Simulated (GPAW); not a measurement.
# AlN (P6_3mc) in GPAW: notebook

The runs below take AlN through band structure, gruneisen, phonons, with PBE, LDA, OLYP+D4.

Program: GPAW 26.7.0. These are calculated values, not measurements. Logs are shortened: lines on timing, memory, paths and dates and some standing lists are left out, and cuts for length are marked. The log counts tension as positive stress, the text compression.

**Measured values to compare with.**

From “Structural and optical properties of self-assembled AlN nanowires grown on SiO2/Si substrates by molecular beam epitaxy”, 2024, arxiv:2402.00216, for a bulk crystal of AlN at 0 K: band gap 6.0343 eV (an exciton energy, a little under the gap).

The runs below are set against these values where they give the same quantity.

**1. The structure**

Symmetry: P6_3mc, No. 186, hexagonal system. Conventional cell: a = 3.113 Å, b = 3.113 Å, c = 4.981 Å, α = 90.00°, β = 90.00°, γ = 120.00°. Al (site symmetry 3m) is surrounded by 4 N at 1.89 Å. N (site symmetry 3m) has 4 Al at 1.89 Å as nearest neighbours.

**2. Band structure, PBE**

Input file run.py:

```python
from ase.dft.bandgap import bandgap
from ase.io import read, write
from gpaw import GPAW

atoms = read('POSCAR')

calc = GPAW(mode='lcao',
            h=0.2,
            basis='dz(dzp)',
            xc='PBE',
            kpts={'size': (7, 7, 4), 'gamma': True},
            occupations={'name': 'fermi-dirac', 'width': 0.05},
            convergence={'density': 1e-05, 'energy': 1e-05},
            maxiter=150,
            txt='gpaw.txt')
atoms.calc = calc
energy = atoms.get_potential_energy()
forces = atoms.get_forces()
calc.write('gs.gpw')
write('result.traj', atoms)
print(f'Energy: {energy:.6f} eV')
print('Forces (eV/A):')
print(forces.round(4))
print('Fermi level:', round(calc.get_fermi_level(), 4), 'eV')
print(f'Gap: {bandgap(calc)[0]:.4f} eV, direct: {bandgap(calc, direct=True)[0]:.4f} eV')

path = atoms.cell.bandpath('GMKGALHA,LM,KH', npoints=60, eps=1e-4)
bs_calc = calc.fixed_density(kpts=path, symmetry='off', txt='bands.txt')
bs = bs_calc.band_structure()
bs.write('bs.json')
print(f'Gap on the path: {bandgap(bs_calc)[0]:.4f} eV')
```

Input file POSCAR:

```
AlN
1.0
    3.1130000000      0.0000000000      0.0000000000
   -1.5565000000      2.6959370820      0.0000000000
    0.0000000000      0.0000000000      4.9810000000
Al N
2 2
Direct
    0.6666666667      0.3333333333      0.5000000000
    0.3333333333      0.6666666667      0.0000000000
    0.6666666667      0.3333333333      0.8800000000
    0.3333333333      0.6666666667      0.3800000000
```

Potentials or basis: GPAW PAW data sets (gpaw-data 1.2.1), lcao:dz(dzp).

The run is started by

```bash
> OMP_NUM_THREADS=1 python run.py
```

gpaw.txt:

```text
__  _  _
 | _ |_)|_||  |
 |__||  | ||/\| - 26.7.0

Input parameters:
  mode=LCAO(),
  basis={'default': 'dz(dzp)'},
  convergence={'density': 1e-05, 'energy': 1e-05},
  h=0.2,
  kpts=MonkhorstPack(size=(7, 7, 4), gamma=True),
  maxiter=150,
  occupations=Occupations(name='fermi-dirac', width=0.05),
  xc=XC(name='PBE')

           N

           Al
        N

        Al

Atoms  # Å, Bohr magnetons
|   | symbol |         x |        y |        z |    initial magnetic moments |
|---|--------|-----------|----------|----------|-----------------------------|
| 0 |     Al |  1.556500 | 0.898646 | 2.490500 | ( 0.0000,  0.0000,  0.0000) |
| 1 |     Al | -0.000000 | 1.797291 | 0.000000 | ( 0.0000,  0.0000,  0.0000) |
| 2 |      N |  1.556500 | 0.898646 | 4.383280 | ( 0.0000,  0.0000,  0.0000) |
| 3 |      N | -0.000000 | 1.797291 | 1.892780 | ( 0.0000,  0.0000,  0.0000) |

Unit cell  # Å
| periodic |         x |        y |        z |  lengths |     angles |
|----------|-----------|----------|----------|----------|------------|
|      yes |  3.113000 | 0.000000 | 0.000000 | 3.113000 |  90.000000 |
|      yes | -1.556500 | 2.695937 | 0.000000 | 3.113000 |  90.000000 |
|      yes |  0.000000 | 0.000000 | 4.981000 | 4.981000 | 120.000000 |

Number of symmetries: 6
Symmetry operations  # r_c * U_cc + t_c -> r_c
|   | kind |            matrix            |
|---|------|------------------------------|
| 0 |  σ   |  1, 1, 0,  0,-1, 0,  0, 0, 1 |
| 1 |  E   |  1, 0, 0,  0, 1, 0,  0, 0, 1 |
| 2 |  C3  |  0, 1, 0, -1,-1, 0,  0, 0, 1 |
| 3 |  σ   |  0,-1, 0, -1, 0, 0,  0, 0, 1 |
| 4 |  σ   | -1, 0, 0,  1, 1, 0,  0, 0, 1 |
| 5 |  C3  | -1,-1, 0,  1, 0, 0,  0, 0, 1 |

BZ-sampling:
  Number of BZ points: 196
  Number of IBZ points: 28

  Monkhorst-Pack size: [7, 7, 4]
  Monkhorst-Pack shift: [0.0, 0.0, 0.125]

K-points  # in reciprocal-cell coordinates
|     |                                coordinates |     weight |
|-----|--------------------------------------------|------------|
|   0 | (  0.00000000,   0.00000000,   0.00000000) | 0.00510204 |
|   1 | (  0.00000000,   0.00000000,   0.25000000) | 0.01020408 |
|   2 | (  0.00000000,   0.00000000,   0.50000000) | 0.00510204 |
|   3 | (  0.14285714,   0.00000000,  -0.25000000) | 0.03061224 |
|   4 | (  0.14285714,   0.00000000,   0.00000000) | 0.03061224 |
|   5 | (  0.14285714,   0.00000000,   0.25000000) | 0.03061224 |
|   6 | (  0.14285714,   0.00000000,   0.50000000) | 0.03061224 |
|   7 | (  0.28571429,  -0.14285714,   0.00000000) | 0.03061224 |
|   8 | (  0.28571429,  -0.14285714,   0.25000000) | 0.06122449 |
|   9 | (  0.28571429,  -0.14285714,   0.50000000) | 0.03061224 |
| ... |                                            |            |
|  27 | (  0.42857143,   0.42857143,   0.50000000) | 0.03061224 |

basis functions: 32
Spin-components: 1 (collinear spins)
Bands:           14
Projectors:      20
Spin-degeneracy: 2
Datatype:        <class 'complex'>

Parallelization:
  kpt:    1
  domain: 1
  band:   1

Density:
  Valence electrons: 16.0
  Components: 1
  Grid points: [12 12 24]
  Charge: 0.0  # |e|

Potential:
  Grid points: [12 12 24]

species:
  Al:
    name:    Aluminium
    Z:       13.0
    valence: 3
    core:    10
    charge:  0.0  # [|e|]
    compensation charges:
      type: gauss
      rc: 0.34  # [Å]
      lmax: 2
    cutoffs:
      filter: 1.91  # [Å]
      core: 2.36  # [Å]
    projectors
    | kind |    occ | energy [eV] | rcut [Å] |
    |------|--------|-------------|----------|
    |   3s |  2.000 |      -7.753 |    1.085 |
    |   3p |  1.000 |      -2.712 |    1.085 |
    |    s |        |      19.459 |    1.085 |
    |    p |        |      24.499 |    1.085 |
    |    d |        |       0.000 |    1.085 |

    LCAO basis set for Al:
      Name: dz(dzp)
      File: <dir>
      Number of radial functions: 4
      Number of spherical harmonics: 8
        l=0, rc=7.8750 Bohr: 3s-sz confined orbital
        l=1, rc=10.4219 Bohr: 3p-sz confined orbital
        l=0, rc=4.6094 Bohr: 3s-dz split-valence wave
        l=1, rc=6.2812 Bohr: 3p-dz split-valence wave
      Number of RI-basis functions 0

  N:
    name:    Nitrogen
    Z:       7.0
    valence: 5
    core:    2
    charge:  0.0  # [|e|]
    compensation charges:
      type: gauss
      rc: 0.18  # [Å]
      lmax: 2
    cutoffs:
      filter: 1.11  # [Å]
      core: 0.96  # [Å]
    projectors
    | kind |    occ | energy [eV] | rcut [Å] |
    |------|--------|-------------|----------|
    |   2s |  2.000 |     -18.583 |    0.603 |
    |   2p |  3.000 |      -7.089 |    0.529 |
    |    s |        |       8.629 |    0.603 |
    |    p |        |      20.123 |    0.529 |
    |    d |        |       0.000 |    0.577 |

[... 53 lines left out ...]
| 3 |      N | -0.000000 | 1.797291 | 1.892780 | ( 0.0000,  0.0000,  0.0000) |

Unit cell  # Å
| periodic |         x |        y |        z |  lengths |     angles |
|----------|-----------|----------|----------|----------|------------|
|      yes |  3.113000 | 0.000000 | 0.000000 | 3.113000 |  90.000000 |
|      yes | -1.556500 | 2.695937 | 0.000000 | 3.113000 |  90.000000 |
|      yes |  0.000000 | 0.000000 | 4.981000 | 4.981000 | 120.000000 |

Number of symmetries: 6
Symmetry operations  # r_c * U_cc + t_c -> r_c
|   | kind |            matrix            |
|---|------|------------------------------|
| 0 |  σ   |  1, 1, 0,  0,-1, 0,  0, 0, 1 |
| 1 |  E   |  1, 0, 0,  0, 1, 0,  0, 0, 1 |
| 2 |  C3  |  0, 1, 0, -1,-1, 0,  0, 0, 1 |
| 3 |  σ   |  0,-1, 0, -1, 0, 0,  0, 0, 1 |
| 4 |  σ   | -1, 0, 0,  1, 1, 0,  0, 0, 1 |
| 5 |  C3  | -1,-1, 0,  1, 0, 0,  0, 0, 1 |

BZ-sampling:
  Number of BZ points: 196
  Number of IBZ points: 28

  Monkhorst-Pack size: [7, 7, 4]
  Monkhorst-Pack shift: [0.0, 0.0, 0.125]

K-points  # in reciprocal-cell coordinates
|     |                                coordinates |     weight |
|-----|--------------------------------------------|------------|
|   0 | (  0.00000000,   0.00000000,   0.00000000) | 0.00510204 |
|   1 | (  0.00000000,   0.00000000,   0.25000000) | 0.01020408 |
|   2 | (  0.00000000,   0.00000000,   0.50000000) | 0.00510204 |
|   3 | (  0.14285714,   0.00000000,  -0.25000000) | 0.03061224 |
|   4 | (  0.14285714,   0.00000000,   0.00000000) | 0.03061224 |
|   5 | (  0.14285714,   0.00000000,   0.25000000) | 0.03061224 |
|   6 | (  0.14285714,   0.00000000,   0.50000000) | 0.03061224 |
|   7 | (  0.28571429,  -0.14285714,   0.00000000) | 0.03061224 |
|   8 | (  0.28571429,  -0.14285714,   0.25000000) | 0.06122449 |
|   9 | (  0.28571429,  -0.14285714,   0.50000000) | 0.03061224 |
| ... |                                            |            |
|  27 | (  0.42857143,   0.42857143,   0.50000000) | 0.03061224 |

basis functions: 32
Spin-components: 1 (collinear spins)
Bands:           14
Projectors:      20
Spin-degeneracy: 2
Datatype:        <class 'complex'>

Parallelization:
  kpt:    1
  domain: 1
  band:   1

Density:
  Valence electrons: 16.0
  Components: 1
  Grid points: [12 12 24]
  Charge: 0.0  # |e|

Potential:
  Grid points: [12 12 24]

species:
  Al:
    name:    Aluminium
    Z:       13.0
    valence: 3
    core:    10
    charge:  0.0  # [|e|]
    compensation charges:
      type: gauss
      rc: 0.34  # [Å]
      lmax: 2
    cutoffs:
      filter: 1.91  # [Å]
      core: 2.36  # [Å]
    projectors
    | kind |    occ | energy [eV] | rcut [Å] |
    |------|--------|-------------|----------|
    |   3s |  2.000 |      -7.753 |    1.085 |
    |   3p |  1.000 |      -2.712 |    1.085 |
    |    s |        |      19.459 |    1.085 |
    |    p |        |      24.499 |    1.085 |
    |    d |        |       0.000 |    1.085 |

    LCAO basis set for Al:
      Name: dz(dzp)
      File: <dir>
      Number of radial functions: 4
      Number of spherical harmonics: 8
        l=0, rc=7.8750 Bohr: 3s-sz confined orbital
        l=1, rc=10.4219 Bohr: 3p-sz confined orbital
        l=0, rc=4.6094 Bohr: 3s-dz split-valence wave
        l=1, rc=6.2812 Bohr: 3p-dz split-valence wave
      Number of RI-basis functions 0

  N:
    name:    Nitrogen
    Z:       7.0
    valence: 5
    core:    2
    charge:  0.0  # [|e|]
    compensation charges:
      type: gauss
      rc: 0.18  # [Å]
      lmax: 2
    cutoffs:
      filter: 1.11  # [Å]
      core: 0.96  # [Å]
    projectors
    | kind |    occ | energy [eV] | rcut [Å] |
    |------|--------|-------------|----------|
    |   2s |  2.000 |     -18.583 |    0.603 |
    |   2p |  3.000 |      -7.089 |    0.529 |
    |    s |        |       8.629 |    0.603 |
    |    p |        |      20.123 |    0.529 |
    |    d |        |       0.000 |    0.577 |

    LCAO basis set for N:
      Name: dz(dzp)
      File: <dir>
      Number of radial functions: 4
      Number of spherical harmonics: 8
        l=0, rc=4.8594 Bohr: 2s-sz confined orbital
        l=1, rc=6.0625 Bohr: 2p-sz confined orbital
        l=0, rc=2.6094 Bohr: 2s-dz split-valence wave
        l=1, rc=3.2656 Bohr: 2p-dz split-valence wave
      Number of RI-basis functions 0

Reference energy: -16170.289538  # eV

eigensolver:
  <gpaw.new.lcao.eigensolver.LCAOEigensolver object>
density mixing:
  MSR1-Mixer
  Pratt-step length: 0.05
  Maximum mixing coefficient: 0.75
  Old densities: 10
  SVD Regularization: 0.005
  Good broyden scale: 1.0
  Trust region scale: 1.0
  Backstep threshold: 4.0
  History deletion threshold: 6.0
  Fourier metric: weight=20.0, sigma=0.015

occupation numbers:
  Fermi-Dirac:
    width: 0.0500  # eV

FastPoissonSolver using
    Stencil: 8*3+1=25 point O(h^6) finite-difference Laplacian
    FFT axes: [np.int64(0), np.int64(1), np.int64(2)]
    FST axes: []

xc functional:
  name: PBE with 2 nearest neighbor stencil
interpolation: tri-quintic # 5. degree polynomial

convergence criteria:
- Maximum integral of absolute [dens]ity change: 1e-05 electrons / valence electron
- Maximum [total energy] change in last 3 cyles: 1e-05 eV / valence electron
- Maximum integral of absolute [eigenst]ate change: 4e-08 eV^2 / valence electron
maximum number of iterations: 150

SCF iterations
|iter     | |      energy | eigst |  dens |
|---------|-|-------------|-------|-------|
|iter:   1| |  -29.627970 |      c|       |
|iter:   2| |  -28.792525 |      c| -0.61 |
|iter:   3| |  -26.381456 |      c| -0.66 |
|iter:   4| |  -26.397907 |      c| -1.36 |
|iter:   5| |  -26.404688 |      c| -1.65 |
|iter:   6| |  -26.404685 |      c| -3.55 |
|iter:   7| |  -26.404685c|      c| -4.00 |
|iter:   8| |  -26.404685c|      c| -5.23c|

Converged in 8 steps
Energy contributions relative to reference atoms: (reference = -16170.289538)

Energy contributions:
  Kinetic:          42.836833
  Coulomb:         -36.487019
  Zero:              1.624321
  External:          0.000000
  Xc:              -34.378820
  Entropy:          -0.000000
  Spinorbit:         0.000000
  ----------------------------
  Free energy:     -26.404685
  Extrapolated:    -26.404685

dipole moment: (-0.000001, 0.000001, -6.726225)  # |e|*Ang

Fermi level: 7.738
Eigenvalues  # (at kpt = [0.000, 0.000, 0.000])
| band index |      eig [eV] | occ [0-2] |
|------------|---------------|-----------|
|          0 |        -9.039 |     2.000 |
|          1 |        -6.836 |     2.000 |
|          2 |         0.143 |     2.000 |
|          3 |         5.536 |     2.000 |
|          4 |         5.542 |     2.000 |
|          5 |         6.231 |     2.000 |
|          6 |         6.236 |     2.000 |
|          7 |         6.488 |     2.000 |
|          8 |        10.466 |     0.000 |
|          9 |        13.019 |     0.000 |
|         10 |        17.323 |     0.000 |
|         11 |        17.838 |     0.000 |
|         12 |        17.841 |     0.000 |
|         13 |        19.603 |     0.000 |

Gap: 3.978 eV
Transition (v -> c):
  (s=0, k=0, n=7, [0.00, 0.00, 0.00]) -> (s=0, k=0, n=8, [0.00, 0.00, 0.00])
No difference between direct/indirect transitions

Forces  # eV/Ang
|        x |        y |        z |
|----------|----------|----------|
|  0.00000 |  0.00000 | -0.12747 |  # Al   0
| -0.00000 | -0.00000 | -0.12740 |  # Al   1
| -0.00000 |  0.00000 |  0.36313 |  # N    2
|  0.00000 |  0.00000 |  0.36317 |  # N    3

# Writing to gs.gpw (mode='')
```

It took 47 s on 1 thread of Intel Xeon Platinum 8488C (Sapphire Rapids), shared host; peak memory 0.17 GiB.

These settings aren't checked as converged: the numbers below hold their error.

Results:

```yaml
Free_energy: -26.4047 eV
Band_gap_on_the_k_mesh: 3.98 eV, direct
Band_gap_along_the_path: 3.98 eV, direct
```

Caveat: the real-space grid adds noise to forces; the forces don't sum to zero, a sign of grid noise; the basis of atomic orbitals isn't converged, which shifts pressures, moduli and gaps.

[end of part 1 of 3]
